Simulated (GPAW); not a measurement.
MgS:

```
CELL_PARAMETERS angstrom
4.03462 0.00000 0.00000
-2.01731 3.49409 0.00000
0.00000 0.00000 6.43229
ATOMIC_POSITIONS crystal
S 0.66667 0.33333 0.87924
S 0.33333 0.66667 0.37924
Mg 0.33333 0.66667 0.99575
Mg 0.66667 0.33333 0.49575
```

The cell comes from a database or a generator and needn't be the stable form of this composition.

* Program: GPAW 26.7.0
* Task: relaxation of cell and atoms
* Functional: PBEsol
* Dispersion: D3(BJ)+ATM
* Potentials or basis: PAW data sets generated in the run's folder for this functional
* Cutoff: 800 eV
* Basis: pw
* k mesh: 5 × 5 × 3
* Occupations: fermi-dirac, width 0.05 eV
* Spin: no spin polarisation

At the start: pressure -1.7 GPa; volume 22.67 Å³/atom.

Task: How do energy, volume and symmetry change on relaxing?

Result: Over 5 steps the energy falls by 3.7 meV/atom and the volume is 22.03 Å³/atom (-2.8 %); space group P6_3mc (No. 186, to 0.05 Å).

The path:
| step | energy change (eV) | largest force (eV/Å) | pressure (GPa) | volume (Å³) |
| --- | --- | --- | --- | --- |
| 1 | 0.0000 | 0.0445 | -1.73 | 90.68 |
| 2 | -0.0026 | 0.0366 | -1.59 | 90.44 |
| 3 | -0.0144 | 0.0457 | -0.02 | 88.04 |
| 4 | -0.0146 | 0.0349 | -0.07 | 88.11 |
| 5 | -0.0148 | 0.0103 | -0.07 | 88.11 |

Final structure:
```
CELL_PARAMETERS angstrom
3.99781 0.00000 0.00000
-1.99890 3.46220 0.00000
0.00000 0.00000 6.36560
ATOMIC_POSITIONS crystal
S 0.66667 0.33333 0.87865
S 0.33333 0.66667 0.37865
Mg 0.33333 0.66667 0.99634
Mg 0.66667 0.33333 0.49634
```

Caveat: later steps reuse the first step's grids.
